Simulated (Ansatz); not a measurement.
## Nb: changing the choice of potentials or basis

Space group Fm-3m (No. 225). a = 4.230 Å, b = 4.230 Å, c = 4.230 Å, α = 90.00°, β = 90.00°, γ = 90.00°
| atom | site | symmetry | x | y | z |
| --- | --- | --- | --- | --- | --- |
| Nb | 4a | m-3m | 0.0000 | 0.0000 | 0.0000 |

This isn't the form of Nb at room conditions, which is bcc.

Kept alike: task equation of state; functional PBEsol; k mesh 11 × 11 × 11; occupations fermi-dirac, width 0.05 eV; no spin polarisation. Program: Ansatz. Cutoffs run from 420 to 1170 eV. The mesh is that of the run's cell of 1 atom. No spin-orbit coupling.

```csv
choice of potentials or basis,volume (Å³/atom),bulk modulus (GPa)
Ansatz PAW (files of its older set among them) (made for PBE),18.079,177.7
Ansatz PAW (made for PBE),18.080,177.6
JTH PAW (made for PBE),18.071,177.8
PseudoDojo standard (made for PBE),18.097,177.6
PseudoDojo stringent (made for PBE),18.097,177.6
```

For a metal such a mesh leaves the last digits unconverged. Volume and modulus come from cells scaled at fixed shape and fractions.

What does the choice of potentials or basis change here?

The volume runs from 18.071 (JTH PAW (made for PBE)) to 18.097 Å³/atom (PseudoDojo standard (made for PBE); PseudoDojo stringent (made for PBE)). The bulk modulus runs from 177.6 (Ansatz PAW (made for PBE); PseudoDojo standard (made for PBE); PseudoDojo stringent (made for PBE)) to 177.8 GPa (JTH PAW (made for PBE)).
